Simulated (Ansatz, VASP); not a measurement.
# One calculation of Ti, two programs

```xyz
1
Lattice="0.0000 2.0300 2.0300 2.0300 0.0000 2.0300 2.0300 2.0300 0.0000" Properties=species:S:1:pos:R:3 pbc="T T T"
Ti    0.0000    0.0000    0.0000
```

This isn't the form of Ti at room conditions, which is hcp.

Alike in both runs: task electric field gradients; functional PBEsol; k mesh 15 × 15 × 15; occupations fermi-dirac, width 0.05 eV; no spin polarisation.

|  | VASP | Ansatz |
| --- | --- | --- |
| version | VASP 6.6.1 | Ansatz 0.2.0 |
| potentials or method | VASP PAW PBE potentials, release 64 (Ti_sv) | PAW with Ansatz's default frozen-core files, scalar-relativistic |
| plane-wave cutoff (eV) | 520 | 800 |
| valence electrons in the cell | 12 | 12 |

```csv
,VASP,Ansatz,Ansatz less VASP
gap on the k mesh at the Fermi level (eV),none,none,-
pressure (GPa),-0.5,-0.2,+0.28
```

A gap of «none» marks a metal or a gap that the smearing closes.

Caveats: the PAW data sets were made with another functional, which shifts forces and pressure a little (VASP).
